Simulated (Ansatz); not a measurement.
**SnO₂: random displacements**

Theory: Ansatz, DFT r2SCAN, scalar-relativistic, plane waves, PAW. The runs took a 500 eV cutoff, a Γ-centred 6×6×8 mesh and Gaussian smearing (0.05 eV). No spin polarisation. Energies are free energies at this smearing, counted from the undisturbed cell; pressure is positive in compression.

Zero of the scan (as given, not relaxed at this level):

```
Sn O
1.0
     4.78800    0.00000    0.00000
     0.00000    4.86658    0.00000
     0.00000    0.00000    3.24090
Sn O
2 4
Cartesian
  2.3940 2.4333 1.6204
  0.0000 0.0000 0.0000
  1.3974 1.5624 0.0000
  3.7914 0.8709 1.6204
  0.9966 3.9957 1.6204
  3.3906 3.3042 0.0000
```

The atoms are displaced (Å, in the unstrained cell):

```tsv
atom	ux	uy	uz
Sn1	0.266	-0.086	0.253
Sn2	0.184	0.129	0.248
O3	0.124	-0.518	0.013
O4	-0.365	0.338	-0.161
O5	-0.038	0.224	-0.440
O6	-0.172	-0.087	0.086
```

Strain (Voigt, engineering shear): (0.0061, -0.0069, 0.0986, -0.0208, 0.0205, 0.0034).

What are the energy change, the stress and the forces?

ΔE = 3201.6 meV/atom; stress (xx, yy, zz, yz, xz, xy; compression positive) (79.70, 115.33, 49.02, -3.54, 6.03, -53.54) GPa; gap on the mesh 0.75 eV.
```tsv
atom	Fx (eV/Å)	Fy	Fz
Sn1	-26.29	35.19	12.02
Sn2	-26.36	6.03	-17.06
O3	10.64	11.34	-4.77
O4	26.96	-37.48	-13.90
O5	13.44	-17.71	22.55
O6	1.60	2.63	1.18
```

Cost: 1 run of about 1.4 core-minutes, on Arm Neoverse V2 (shared hosts).